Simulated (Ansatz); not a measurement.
# 1T-PbSTe monolayer in a perpendicular field, part 2 of 2

Aim: how the 1T-PbSTe monolayer screens a field along its normal, and what the field does to its bands. A positive field points along +c.

Ansatz 0.2.0; plane-wave DFT, PBE-D3(BJ), Ansatz PAW (the session's first sound run).

So far, work function, upper face (eV): step 3 (atoms held, field 0, PBE D3(BJ)) 5.95; step 9 (PBE spin-orbit, k-mesh 12×12×1, other threshold) 5.89.

## (10) Spin splitting near the zone centre, field 0 (continued)

Groups of levels that meet at the zone centre and whose split, tested at two k, grows in proportion to k or stays under 1 meV; groups that fail this test are left out. Spin splitting, by row:

```
level at the first point (eV from the Fermi level)  states  split at k = 0.029 1/A (eV)  split over 2k (eV Å)
                                            -2.449       2                       0.0051               0.08835
                                            -1.018       2                       0.0113                0.1958
                                            0.0207       2                       0.0262                0.4539
                                            0.9767       2                       0.0179                0.3101
                                             1.658       2                      1.00e-4                     0
```

## (11) With spin-orbit coupling, k-mesh 12×12×1, field 0.1 V/Å

This step: plane-wave DFT, PBE, fully relativistic PAW with spin-orbit coupling (Ansatz 0.2.0).

The same in a field along the normal.

Contents of input.yaml:

```yaml
crystal:
  lattice:
    - [3.7706306735, 0.0, 0.0]
    - [-1.8853153367, 3.2654619515, 0.0]
    - [0.0, 0.0, 22.0478884604]
  atoms:
    - { symbol: Te, position: [0.6666666667, 0.3333333333, 0.4082023553] }
    - { symbol: Pb, position: [0.0, 0.0, 0.5216021594] }
    - { symbol: S, position: [0.3333333333, 0.6666666667, 0.5917976447] }
kpoints:
  mp_grid: { grid: [12, 12, 1] }
  band_path: { path: [[0, 0, 0], [0.12, 0, 0]], npoints: 24 }
hamiltonian:
  xc: pbe
  pseudopotentials: { kind: paw_fr }
magnetization:
  noncollinear: true
  spin_orbit: true
scf:
  occupations: { method: fermi_dirac, width: 0.02585 }
  convergence: { dr2_threshold: 1.0e-09 }
efield:
  axis: 3
  dipole_correction: true
  ramp_position: 0.97
  ramp_width: 0.06
  amplitude: 0.1
output:
  write_potential: true
  write_density: true
  volumetric_format: npy
```

Launch:

```sh
$ ansatz run input.yaml --threads 2 --pin off --max-ram 3072MiB --backend cpu --events-out ev --progress --plain --runs-dir out
```

It took 22 s on 2 threads of AMD EPYC 9R45, shared host; peak memory 1.3 GiB; 43 s of CPU time.

This step gave:

| Item | Value |
| --- | --- |
| energy at zero smearing | -19829.4882 eV |
| dipole along the normal | -0.01000 e·Å |

The dipole is -0.0100 e·Å.

## (12) Spin splitting near the zone centre, field 0.1 V/Å

This step: plane-wave DFT, PBE, fully relativistic PAW with spin-orbit coupling; spin splitting near the zone centre (Ansatz 0.2.0).

Numbers from this step:

```
largest split over 2k that stays linear in k : 0.4608 eV Å
```

## (13) The same run with other settings: basis.xc_grid = 2

This step: plane-wave DFT, PBE-D3(BJ), Ansatz PAW (Ansatz 0.2.0).

A run with a changed input: it repeats the earlier run at 0.1 V/Å with basis.xc_grid to 2.

input.yaml, the sections that differ from step 11:

```yaml
kpoints:
  mp_grid: { grid: [18, 18, 1] }
  band_path:
    path: [[0, 0, 0], [0.5, 0, 0], [0.33333333, 0.33333333, 0], [0, 0, 0]]
    npoints: 16
hamiltonian:
  xc: pbe
  dispersion: d3bj
scf:
  occupations: { method: fermi_dirac, width: 0.02585 }
  convergence: { dr2_threshold: 1.0e-10 }
basis:
  xc_grid: 2
# crystal, efield, output: as in step 11
# magnetization: removed
```

It took 6.8 s on 2 threads; peak memory 0.67 GiB; 13 s of CPU time.

This step gave:

```yaml
energy_at_zero_smearing: -19788.9731 eV
dipole_along_the_normal: -0.008918 e·Å
```

The electronic bands at the labelled points (eV, zero at the Fermi level):

```
  point  band 15  band 16  band 17  band 18  band 19  band 20  band 21  band 22
      Γ    -0.87    -0.87     0.11     1.31     1.31     3.40     4.68     5.03
halfway    -1.99    -1.47    -1.43     0.34     0.59     3.07     4.62     5.15
      M    -2.89    -1.93    -1.78    -0.48     0.06     2.83     3.72     4.86
halfway    -3.07    -2.51    -1.69    -1.03    -0.22     3.06     3.84     4.51
      K    -3.18    -3.10    -1.94    -1.03    -0.58     3.16     3.40     4.98
halfway    -2.35    -1.87    -1.44    -0.32     0.57     3.41     4.17     4.92
      Γ    -0.87    -0.87     0.11     1.31     1.31     3.40     4.68     5.03
```

```
                     quantity   this run  earlier run  difference
dipole along the normal (e·Å)  -0.008918    -0.008915     -2.8e-6
```

The dipole moves by under 0.5 % or 5e-5 e·Å.

Of the bands kept, 3 cross the Fermi level on this path.

## (14) Varying the input: efield.amplitude = 0.3

Another changed input: it repeats the earlier run at 0.1 V/Å with efield.amplitude from 0.1 to 0.3.

input.yaml, as its differences from that of step 13:

```diff
@@ -25,3 +25,3 @@
   ramp_width: 0.06
-  amplitude: 0.1
+  amplitude: 0.3
 output:
@@ -30,3 +30 @@
   volumetric_format: npy
-basis:
-  xc_grid: 2
```

Elapsed: 7.2 s, on 2 threads; peak memory 0.66 GiB.

Numbers from this step:

* energy at zero smearing: -19788.9800 eV
* dipole along the normal: 0.07768 e·Å

The electronic bands at the labelled points (eV, zero at the Fermi level):

```
  point  band 15  band 16  band 17  band 18  band 19  band 20  band 21  band 22
      Γ    -0.85    -0.85     0.12     1.31     1.31     3.32     4.06     5.04
halfway    -1.98    -1.48    -1.42     0.34     0.58     3.07     4.62     4.80
      M    -2.88    -1.91    -1.78    -0.48     0.06     2.84     3.72     4.87
halfway    -3.07    -2.50    -1.69    -1.04    -0.21     3.07     3.85     4.51
      K    -3.18    -3.10    -1.93    -1.04    -0.57     3.17     3.40     4.98
halfway    -2.34    -1.86    -1.44    -0.32     0.57     3.39     4.18     4.91
      Γ    -0.85    -0.85     0.12     1.31     1.31     3.32     4.06     5.04
```

```
                     quantity  this run  earlier run  difference
dipole along the normal (e·Å)   0.07768    -0.008915       0.087
```

The applied field differs, and the slope found earlier predicts a dipole of 0.0775 e·Å; this run gives 0.0777 e·Å, in line with it.

## (15) Outcome

| Item | Value |
| --- | --- |
| gap without field | none |
| work function, upper face | 5.95 eV |
| step between the vacuum levels | 0.766 eV |
| equivalent conductor thickness, atoms held | 6.35 Å |
| largest split over 2k that stays linear in k at 0 V/Å | 0.454 eV Å |
| largest split over 2k that stays linear in k at 0.1 V/Å | 0.461 eV Å |

In words: The induced dipole equals that of a perfect conductor 6.35 Å thick, while the outer atoms lie 4.05 Å apart. The two faces differ: the vacuum level above lies 0.77 eV higher than the one below. There is no gap over 0.03 eV, with or without the field. The field series itself is without spin-orbit coupling.

[Logs are printed without paths, hosts, clocks, repeated set-up lines and the standing remarks that a program may print on its own settings, such as how far it seeks lower states.]

[Hosts, paths, dates, database ids (printed as entryN), source tags and the programs' standing remarks are cut or masked in the printed files.]

[Maps of the electrostatic potential energy from Ansatz leave out the sawtooth potential of an applied field or a dipole correction, so their vacuum need not be flat; planar profiles and work functions include it.]
